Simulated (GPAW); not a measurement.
# TiO (Pm-3m) in GPAW: a series of runs

Runs on TiO. Level: LDA+U. Tasks: single point from a typed occupation.

All numbers are computed with GPAW 26.7.0; they aren't measurements. Logs are shortened: lines on timing, memory, paths and dates and some standing lists are left out, and cuts for length are marked. The log counts tension as positive stress, the text compression.

**1. The crystal as given**

Symmetry: Pm-3m, No. 221, cubic system. The conventional cell has a = 2.708 Å, b = 2.708 Å, c = 2.708 Å, α = 90.00°, β = 90.00°, γ = 90.00°. Ti (site symmetry m-3m) has 8 O at 2.35 Å as nearest neighbours. Around O (site symmetry m-3m) lie 8 Ti at 2.35 Å.

The cell comes from a database or a generator and needn't be the stable form of this composition.

**2. Single point from a typed occupation, LDA+U, collinear spin, ferromagnetic start**

File run.py:

```python
import numpy as np
from ase import Atoms
from ase.units import Ha
from gpaw import PW
from gpaw.dft import DFT
from gpaw.hubbard import aoom

atoms = Atoms(['Ti', 'O'],
              cell=[[2.70834008, 0.0, 0.0],
                    [0.0, 2.70834008, 0.0],
                    [0.0, 0.0, 2.70834008]],
              scaled_positions=[[0.0, 0.0, 0.0],
                                [0.5, 0.5, 0.5]],
              pbc=True)
atoms.set_initial_magnetic_moments([2.0, 0.0])

def hold(setup, l, U, n_smm):
    """Build the Hubbard potential of this atom from a typed occupation matrix."""
    free = setup.hubbard_u.calculate

    def calculate(setup, D_sii):
        energy, dH_sii = free(setup, D_sii)
        m = 2 * l + 1
        first = np.cumsum([0] + [2 * x + 1 for x in setup.l_j])
        blocks = [slice(first[j], first[j] + m) for j, x in enumerate(setup.l_j) if x == l]
        for s, n_mm in enumerate(n_smm):
            _, V_ii = aoom(D_sii[s], l, setup.l_j, setup.n_j, setup.N0_q)
            for i1 in blocks:
                for i2 in blocks:
                    V_ii[i1, i2] *= U / Ha / 2 * (np.eye(m) - 2 * np.array(n_mm))
            dH_sii[s] = V_ii
        return energy, dH_sii

    setup.hubbard_u.calculate = calculate
    return free

# occupation matrices [spin][m][m'] in real spherical harmonics, m = -l ... l
start = {
    0: [[[0.1431, -0.0661, 0.2758, -0.1597, 0.129],
         [-0.0661, 0.1789, -0.0616, -0.1124, -0.3551],
         [0.2758, -0.0616, 0.561, -0.3906, 0.1174],
         [-0.1597, -0.1124, -0.3906, 0.4122, 0.227],
         [0.129, -0.3551, 0.1174, 0.227, 0.7048]],
        [[0.0, 0.0, 0.0, 0.0, 0.0],
         [0.0, 0.0, 0.0, 0.0, 0.0],
         [0.0, 0.0, 0.0, 0.0, 0.0],
         [0.0, 0.0, 0.0, 0.0, 0.0],
         [0.0, 0.0, 0.0, 0.0, 0.0]]],
}

dft = DFT(atoms,
          mode=PW(600),
          xc='LDA',
          kpts={'size': (7, 7, 7), 'gamma': True},
          occupations={'name': 'methfessel-paxton', 'order': 0, 'width': 0.05},
          setups={0: ':d,2.0'},
          nbands=21,
          convergence={'density': 0.0001, 'energy': 1e-05},
          maxiter=120,
          symmetry={'point_group': False},
          converge=False,
          txt='gpaw.txt')
free = {a: hold(dft.setups[a], l, 2, start[a]) for a, l in {0: 2}.items()}
dft.converge(steps=12)
for a, calculate in free.items():
    dft.setups[a].hubbard_u.calculate = calculate
dft.converge()
print(f'Energy: {dft.calculate_energy():.6f} eV')
print('Forces (eV/A):')
print(dft.calculate_forces().round(4))
print('Stress (eV/A^3):', dft.calculate_stress().round(6))
print('Moments:', dft.magmoms()[1][:, 2].round(3))
dft.write_converged()
dft.write_gpw_file('gs.gpw')
for a, l in {0: 2}.items():
    setup = dft.setups[a]
    for s, D_ii in enumerate(dft.density.D_asii[a]):
        n_mm = aoom(D_ii, l, setup.l_j, setup.n_j, setup.N0_q)[0]
        print(f'atom {a} spin {s} trace {n_mm.trace():.4f} eigenvalues', *np.linalg.eigvalsh(n_mm).round(3))
        np.savetxt(f'occupation-{a}-{s}.dat', n_mm, fmt='%8.4f')
```

Potentials or basis: the program's PAW data sets (release 1.2.1) made for this functional, pw.

On the command line:

```console
$ OMP_NUM_THREADS=1 python run.py
```

gpaw.txt:

```text
Diagonalizing LCAO Hamiltonian
Converting LCAO to pw mode
   .------.
  /|      |
 * |      |
 | .-O----.
 |/      /
 Ti-----*

Atoms  # Å, Bohr magnetons
|   | symbol |        x |        y |        z |    initial magnetic moments |
|---|--------|----------|----------|----------|-----------------------------|
| 0 |     Ti | 0.000000 | 0.000000 | 0.000000 | ( 0.0000,  0.0000,  2.0000) |
| 1 |      O | 1.354170 | 1.354170 | 1.354170 | ( 0.0000,  0.0000,  0.0000) |

Unit cell  # Å
| periodic |        x |        y |        z |  lengths |    angles |
|----------|----------|----------|----------|----------|-----------|
|      yes | 2.708340 | 0.000000 | 0.000000 | 2.708340 | 90.000000 |
|      yes | 0.000000 | 2.708340 | 0.000000 | 2.708340 | 90.000000 |
|      yes | 0.000000 | 0.000000 | 2.708340 | 2.708340 | 90.000000 |

Number of symmetries: 1
Symmetry operations  # r_c * U_cc + t_c -> r_c
|   | kind |            matrix            |
|---|------|------------------------------|
| 0 |  E   |  1, 0, 0,  0, 1, 0,  0, 0, 1 |

BZ-sampling:
  Number of BZ points: 343
  Number of IBZ points: 172

  Monkhorst-Pack size: [7, 7, 7]
  Monkhorst-Pack shift: [0, 0, 0]

K-points  # in reciprocal-cell coordinates
|     |                                coordinates |     weight |
|-----|--------------------------------------------|------------|
|   0 | (  0.00000000,   0.00000000,   0.00000000) | 0.00291545 |
|   1 | (  0.00000000,   0.00000000,   0.14285714) | 0.00583090 |
|   2 | (  0.00000000,   0.00000000,   0.28571429) | 0.00583090 |
|   3 | (  0.00000000,   0.00000000,   0.42857143) | 0.00583090 |
|   4 | (  0.00000000,   0.14285714,  -0.42857143) | 0.00583090 |
|   5 | (  0.00000000,   0.14285714,  -0.28571429) | 0.00583090 |
|   6 | (  0.00000000,   0.14285714,  -0.14285714) | 0.00583090 |
|   7 | (  0.00000000,   0.14285714,   0.00000000) | 0.00583090 |
|   8 | (  0.00000000,   0.14285714,   0.14285714) | 0.00583090 |
|   9 | (  0.00000000,   0.14285714,   0.28571429) | 0.00583090 |
| ... |                                            |            |
| 171 | (  0.42857143,   0.42857143,   0.42857143) | 0.00583090 |

Plane wave coefficients: 691
Cutoff: 600.0 eV

Spin-components: 2 (collinear spins)
Bands:           21
Projectors:      11
Spin-degeneracy: 1
Datatype:        complex128

Parallelization:
  kpt:    1
  domain: 1
  band:   1

Density:
  Valence electrons: 18.0
  Components: 2
  Grid points: [16 16 16]
  Charge: 0.0  # |e|

Potential:
  Grid points: [16 16 16]

species:
  Ti:
    name:    Titanium
    Z:       22.0
    valence: 12
    core:    10
    charge:  0.0  # [|e|]
    Hubbard: {U: 2.0,  # eV
              l: 2,
              scale: True}
    compensation charges:
      type: gauss
      rc: 0.38  # [Å]
      lmax: 2
    cutoffs:
      filter: 2.23  # [Å]
      core: 1.02  # [Å]
    projectors
    | kind |    occ | energy [eV] | rcut [Å] |
    |------|--------|-------------|----------|
    |   3s |  2.000 |     -62.257 |    1.270 |
    |   4s |  2.000 |      -4.593 |    1.270 |
    |   3p |  6.000 |     -38.791 |    1.058 |
    |   4p |  0.000 |      -1.536 |    1.058 |
    |   3d |  2.000 |      -4.463 |    1.058 |
    |    d |        |      22.748 |    1.058 |

    Using partial waves for Ti as LCAO basis

  O:
    name:    Oxygen
    Z:       8.0
    valence: 6
    core:    2
    charge:  0.0  # [|e|]
    compensation charges:
      type: gauss
      rc: 0.21  # [Å]
      lmax: 2
    cutoffs:
      filter: 1.17  # [Å]
      core: 0.83  # [Å]
    projectors
    | kind |    occ | energy [eV] | rcut [Å] |
    |------|--------|-------------|----------|
    |   2s |  2.000 |     -23.752 |    0.688 |
    |   2p |  4.000 |      -9.195 |    0.598 |
    |    s |        |       3.459 |    0.688 |
    |    p |        |      18.016 |    0.598 |
    |    d |        |       0.000 |    0.619 |

    Using partial waves for O as LCAO basis

Reference energy: -25201.857128  # eV

eigensolver:
  PPCG
  Converge bands: occupied
  niter=2

density mixing:
  MSR1-Mixer
  Pratt-step length: 0.05
  Maximum mixing coefficient: 0.75
  Old densities: 10
  SVD Regularization: 0.005
  Good broyden scale: 1.0
  Trust region scale: 1.0
  Backstep threshold: 4.0
  History deletion threshold: 6.0
  Fourier metric: weight=20.0, sigma=0.015

occupation numbers:
  Methfessel-Paxton:
    width: 0.0500  # eV
    order: 0

poisson solver:
  ecut: 4800.0  # eV

xc functional:
  name: None

convergence criteria:
- Maximum integral of absolute [dens]ity change: 0.0001 electrons / valence electron
- Maximum [total energy] change in last 3 cyles: 1e-05 eV / valence electron
- Maximum integral of absolute [eigenst]ate change: 4e-08 eV^2 / valence electron
maximum number of iterations: 120

SCF iterations
|iter     | |      energy | eigst |  dens |  magmom |
|---------|-|-------------|-------|-------|---------|
|iter:   1| |  -15.842244 | -0.21 |       |  +2.0028|
|iter:   2| |  -16.550369 | -2.41 | -0.90 |  +1.9547|
|iter:   3| |  -15.584337 | -2.03 | -0.98 |  +1.8903|
|iter:   4| |  -15.412969 | -3.20 | -1.24 |  +1.7956|
|iter:   5| |  -15.352895 | -3.38 | -1.35 |  +1.5630|
|iter:   6| |  -15.336991 | -3.84 | -1.62 |  +1.3216|
|iter:   7| |  -15.362048 | -4.41 | -1.91 |  +1.1639|
|iter:   8| |  -15.389044 | -4.38 | -1.95 |  +1.0635|
|iter:   9| |  -15.430024 | -4.47 | -2.04 |  +0.9757|
|iter:  10| |  -15.520399 | -3.99 | -2.15 |  +0.8526|
|iter:  11| |  -15.563476 | -5.27 | -2.53 |  +0.8233|
convergence criteria:
- Maximum integral of absolute [dens]ity change: 0.0001 electrons / valence electron
- Maximum [total energy] change in last 3 cyles: 1e-05 eV / valence electron
- Maximum integral of absolute [eigenst]ate change: 4e-08 eV^2 / valence electron
maximum number of iterations: 120

SCF iterations
|iter     | |      energy | eigst |  dens |  magmom |
|---------|-|-------------|-------|-------|---------|
|iter:   1| |  -15.570207 | -7.66c|       |  +0.8361|
|iter:   2| |  -15.812255 | -3.79 | -3.48 |  +0.8359|
|iter:   3| |  -15.851849 | -4.35 | -1.39 |  +0.7728|
|iter:   4| |  -15.820329 | -4.58 | -1.40 |  +0.8229|
|iter:   5| |  -15.813990 | -5.79 | -1.40 |  +0.8331|
|iter:   6| |  -15.813677 | -7.98c| -1.39 |  +0.8336|
|iter:   7| |  -15.813738 | -8.58c| -1.39 |  +0.8335|
|iter:   8| |  -15.813687c| -8.82c| -1.39 |  +0.8336|
|iter:   9| |  -15.813712c| -9.45c| -1.39 |  +0.8336|
|iter:  10| |  -15.813698c| -9.94c| -1.39 |  +0.8336|
|iter:  11| |  -15.813706c|-10.44c| -1.39 |  +0.8336|
|iter:  12| |  -15.813701c|-10.96c| -1.39 |  +0.8336|
|iter:  13| |  -15.813704c|-11.44c| -1.39 |  +0.8336|
|iter:  14| |  -15.813702c|-11.96c| -1.39 |  +0.8336|
|iter:  15| |  -15.813703c|-12.45c| -1.39 |  +0.8336|
|iter:  16| |  -15.813703c|-12.96c| -1.39 |  +0.8336|
|iter:  17| |  -15.813703c|-13.44c| -1.39 |  +0.8336|
|iter:  18| |  -15.813703c|-13.95c| -1.39 |  +0.8336|
|iter:  19| |  -15.813703c|-14.44c| -1.39 |  +0.8336|
|iter:  20| |  -15.813703c|-14.95c| -1.39 |  +0.8336|
[... 5 lines left out ...]
|iter:  26| |  -15.813703c|-17.92c| -1.39 |  +0.8336|
|iter:  27| |  -15.813703c|-18.42c| -1.39 |  +0.8336|
|iter:  28| |  -15.813703c|-18.92c| -1.39 |  +0.8336|
|iter:  29| |  -15.813703c|-19.41c| -1.39 |  +0.8336|
|iter:  30| |  -15.813703c|-19.91c| -1.39 |  +0.8336|
|iter:  31| |  -15.813703c|-20.41c| -1.39 |  +0.8336|
|iter:  32| |  -15.813703c|-20.91c| -1.39 |  +0.8336|
|iter:  33| |  -15.813703c|-21.71c| -1.39 |  +0.8336|
|iter:  34| |  -15.813703c|-22.43c| -1.39 |  +0.8336|
|iter:  35| |  -15.813703c|-22.94c| -1.39 |  +0.8336|
|iter:  36| |  -15.812133 | -7.17 | -1.39 |  +0.8361|
|iter:  37| |  -15.812136 | -8.86c| -1.39 |  +0.8361|
|iter:  38| |  -15.812138c|-10.18c| -1.39 |  +0.8361|
|iter:  39| |  -15.863080 | -4.17 | -1.39 |  +0.7548|
|iter:  40| |  -15.914166 | -4.14 | -1.41 |  +0.6701|
|iter:  41| |  -15.962738 | -4.12 | -1.46 |  +0.5782|
|iter:  42| |  -15.895596 | -3.80 | -1.55 |  +0.7030|
|iter:  43| |  -15.832854 | -3.96 | -1.43 |  +0.8046|
|iter:  44| |  -15.877052 | -4.71 | -1.39 |  +0.7390|
|iter:  45| |  -15.904082 | -5.04 | -1.40 |  +0.6991|
|iter:  46| |  -16.004943 | -3.53 | -1.42 |  +0.4921|
|iter:  47| |  -16.065046 | -3.77 | -1.64 |  +0.3108|
|iter:  48| |  -16.089782 | -3.88 | -1.99 |  +0.1447|
|iter:  49| |  -16.091143 | -4.57 | -2.45 |  +0.1436|
|iter:  50| |  -16.091394 | -5.44 | -2.56 |  +0.1566|
|iter:  51| |  -16.091574 | -6.28 | -2.82 |  +0.1725|
|iter:  52| |  -16.091716 | -6.24 | -3.17 |  +0.1806|
|iter:  53| |  -16.091722c| -7.32 | -3.78 |  +0.1823|
|iter:  54| |  -16.091725c| -7.75c| -4.15c|  +0.1818|
SCF steps: 54
Energy contributions relative to reference atoms: (reference = -25201.857128)

Energy contributions:
  Kinetic:           6.984690
  Coulomb:          -7.059016
  Zero:              0.078368
  External:          0.000000
  Xc:              -16.095234
  Entropy:          -0.001065
  Spinorbit:         0.000000
  ----------------------------
  Free energy:     -16.092257
  Extrapolated:    -16.091725

Forces  # eV/Ang
|        x |        y |       z |
|----------|----------|---------|
| -0.00000 | -0.00000 | 0.00000 |  # Ti   0
|  0.00000 |  0.00000 | 0.00000 |  # O    1

Stress tensor  # eV/Ang^3
|         x |        y |         z |
|-----------|----------|-----------|
|  0.186666 | 0.000002 | -0.000002 |
|  0.000002 | 0.186949 |  0.000002 |
| -0.000002 | 0.000002 |  0.186693 |

Total magnetic moment: (0.000000, 0.000000, 0.181764)

Local magnetic moments
|        x |        y |        z |
|----------|----------|----------|
| 0.000000 | 0.000000 | 0.134939 |  # Ti   0
| 0.000000 | 0.000000 | 0.008796 |  # O    1

Fermi level: 11.779
Eigenvalues  # (at kpt = [0.000, 0.000, 0.000])
| band index |      eig [eV] | occ [0-1] |      eig [eV] | occ [0-1] |
|------------|---------------|-----------|---------------|-----------|
|          0 |       -46.058 |     1.000 |       -45.915 |     1.000 |
|        ... |               |           |               |           |
|          2 |       -22.264 |     1.000 |       -22.124 |     1.000 |
|          3 |       -22.264 |     1.000 |       -22.122 |     1.000 |
|          4 |        -9.533 |     1.000 |        -9.507 |     1.000 |
|          5 |         7.134 |     1.000 |         7.160 |     1.000 |
|          6 |         7.134 |     1.000 |         7.160 |     1.000 |
|          7 |         7.134 |     1.000 |         7.160 |     1.000 |
[... 8 lines left out ...]
|         16 |        31.379 |     0.000 |        31.439 |     0.000 |
|         17 |        31.379 |     0.000 |        31.439 |     0.000 |
|        ... |               |           |               |           |
|         20 |        37.223 |     0.000 |        37.286 |     0.000 |

No gap
No difference between direct/indirect transitions
Writing to gs.gpw (mode='')

  __  _  _
 | _ |_)|_||  |
 |__||  | ||/\| - 26.7.0

Input parameters:
  mode=PW(ecut=600.0),
  convergence={'density': 0.0001, 'energy': 1e-05},
  kpts=MonkhorstPack(size=(7, 7, 7), gamma=True),
  maxiter=120,
  nbands=21,
  occupations=Occupations(name='methfessel-paxton', order=0, width=0.05),
  setups={0: ':d,2.0'},
  symmetry=Symmetry(point_group=False),
  xc=XC(name='LDA')
# Writing to gs.gpw (mode='')
```

It took 6.9 min on 1 thread of Intel Xeon at 2.70GHz, shared host; peak memory 0.24 GiB.

What came out:

```
Free energy            : -16.0923 eV
Pressure               : -29.9 GPa
Band gap on the k mesh : none (metal or under the smearing width)
Net moment             : 0.18 μB per cell
Site moments           : Ti +0.13; O +0.01 μB
```

Eigenvalues of the final occupation matrices:
```csv
site,spin,trace,eigenvalues
atom 1 ,1,1.22,0.07 0.07 0.07 0.51 0.51
atom 1 ,2,1.03,0.07 0.07 0.07 0.42 0.42
```

Caveat: the cutoff is short for stress and forces, so pressures can be off by a GPa or more; the occupation matrix was held by a function in the script for the first cycles and then freed; the end state hangs on it; a pressure of tens of GPa on the cell as given is suspect, and the run, the potentials or the cell itself is likely at fault.

**3. Single point from a typed occupation, LDA+U, collinear spin, ferromagnetic start**

run.py: that of step 2 with these lines changed.

```diff
@@ -40,7 +40,7 @@
 start = {
-    0: [[[0.1431, -0.0661, 0.2758, -0.1597, 0.129],
-         [-0.0661, 0.1789, -0.0616, -0.1124, -0.3551],
-         [0.2758, -0.0616, 0.561, -0.3906, 0.1174],
-         [-0.1597, -0.1124, -0.3906, 0.4122, 0.227],
-         [0.129, -0.3551, 0.1174, 0.227, 0.7048]],
+    0: [[[0.78, -0.2697, 0.1909, 0.2408, -0.0664],
+         [-0.2697, 0.1038, -0.1266, -0.0432, -0.0486],
+         [0.1909, -0.1266, 0.3963, -0.1722, 0.3964],
+         [0.2408, -0.0432, -0.1722, 0.2272, -0.2934],
+         [-0.0664, -0.0486, 0.3964, -0.2934, 0.4928]],
         [[0.0, 0.0, 0.0, 0.0, 0.0],
@@ -65,3 +65,3 @@
 free = {a: hold(dft.setups[a], l, 2, start[a]) for a, l in {0: 2}.items()}
-dft.converge(steps=12)
+dft.converge(steps=14)
 for a, calculate in free.items():
```

Potentials or basis: the program's PAW data sets (release 1.2.1) made for this functional, pw.

On the command line:

```console
$ OMP_NUM_THREADS=1 python run.py
```

gpaw.txt:

```text
Diagonalizing LCAO Hamiltonian
Converting LCAO to pw mode
   .------.
  /|      |
 * |      |
 | .-O----.
 |/      /
 Ti-----*

Atoms  # Å, Bohr magnetons
|   | symbol |        x |        y |        z |    initial magnetic moments |
|---|--------|----------|----------|----------|-----------------------------|
| 0 |     Ti | 0.000000 | 0.000000 | 0.000000 | ( 0.0000,  0.0000,  2.0000) |
| 1 |      O | 1.354170 | 1.354170 | 1.354170 | ( 0.0000,  0.0000,  0.0000) |

Unit cell  # Å
| periodic |        x |        y |        z |  lengths |    angles |
|----------|----------|----------|----------|----------|-----------|
|      yes | 2.708340 | 0.000000 | 0.000000 | 2.708340 | 90.000000 |
|      yes | 0.000000 | 2.708340 | 0.000000 | 2.708340 | 90.000000 |
|      yes | 0.000000 | 0.000000 | 2.708340 | 2.708340 | 90.000000 |

Number of symmetries: 1
Symmetry operations  # r_c * U_cc + t_c -> r_c
|   | kind |            matrix            |
|---|------|------------------------------|
| 0 |  E   |  1, 0, 0,  0, 1, 0,  0, 0, 1 |

[... 215 lines left out ...]
| 0.000000 | 0.000000 | 0.008733 |  # O    1

Fermi level: 11.779
Eigenvalues  # (at kpt = [0.000, 0.000, 0.000])
| band index |      eig [eV] | occ [0-1] |      eig [eV] | occ [0-1] |
|------------|---------------|-----------|---------------|-----------|
|          0 |       -46.058 |     1.000 |       -45.915 |     1.000 |
|        ... |               |           |               |           |
|          2 |       -22.264 |     1.000 |       -22.123 |     1.000 |
|          3 |       -22.263 |     1.000 |       -22.123 |     1.000 |
|          4 |        -9.533 |     1.000 |        -9.507 |     1.000 |
|          5 |         7.134 |     1.000 |         7.160 |     1.000 |
|          6 |         7.135 |     1.000 |         7.160 |     1.000 |
|          7 |         7.135 |     1.000 |         7.160 |     1.000 |
[... 8 lines left out ...]
|         16 |        31.379 |     0.000 |        31.439 |     0.000 |
|         17 |        31.379 |     0.000 |        31.439 |     0.000 |
|        ... |               |           |               |           |
|         20 |        37.223 |     0.000 |        37.286 |     0.000 |

No gap
No difference between direct/indirect transitions
Writing to gs.gpw (mode='')

  __  _  _
 | _ |_)|_||  |
 |__||  | ||/\| - 26.7.0

Input parameters:
  mode=PW(ecut=600.0),
  convergence={'density': 0.0001, 'energy': 1e-05},
  kpts=MonkhorstPack(size=(7, 7, 7), gamma=True),
  maxiter=120,
  nbands=21,
  occupations=Occupations(name='methfessel-paxton', order=0, width=0.05),
  setups={0: ':d,2.0'},
  symmetry=Symmetry(point_group=False),
  xc=XC(name='LDA')
# Writing to gs.gpw (mode='')
```

stdout:

```text
Energy: -16.091726 eV
Forces (eV/A):
[[ 0. -0. -0.]
 [-0. -0.  0.]]
Stress (eV/A^3): [ 1.86749e-01  1.86811e-01  1.86716e-01  6.00000e-06  3.00000e-06
 -2.00000e-06]
Moments: [0.135 0.009]
atom 0 spin 0 trace 1.2150 eigenvalues 0.067 0.068 0.068 0.506 0.507
atom 0 spin 1 trace 1.0343 eigenvalues 0.066 0.066 0.066 0.418 0.418
```

occupation-0-0.dat:

```text
  0.0675   0.0000  -0.0001  -0.0000   0.0000
  0.0000   0.0675   0.0001   0.0000   0.0000
 -0.0001   0.0001   0.5059   0.0001   0.0000
 -0.0000   0.0000   0.0001   0.0675   0.0002
  0.0000   0.0000   0.0000   0.0002   0.5065
```

Run time: 11 min. Hardware: 1 thread of Intel Xeon at 2.70GHz, shared host; peak memory 0.24 GiB.

What came out:

| Item | Value |
| --- | --- |
| Free energy | -16.0923 eV |
| Pressure | -29.9 GPa |
| Band gap on the k mesh | none (metal or under the smearing width) |
| Net moment | 0.18 μB per cell |
| Site moments | Ti +0.13; O +0.01 μB |

Eigenvalues of the final occupation matrices:
```tsv
site	spin	trace	eigenvalues
atom 1 	1	1.21	0.07 0.07 0.07 0.51 0.51
atom 1 	2	1.03	0.07 0.07 0.07 0.42 0.42
```

Caveat: the cutoff is short for stress and forces, so pressures can be off by a GPa or more; the occupation matrix was held by a function in the script for the first cycles and then freed; the end state hangs on it; a pressure of tens of GPa on the cell as given is suspect, and the run, the potentials or the cell itself is likely at fault. The state reached can hang on the start; a lower one may exist.
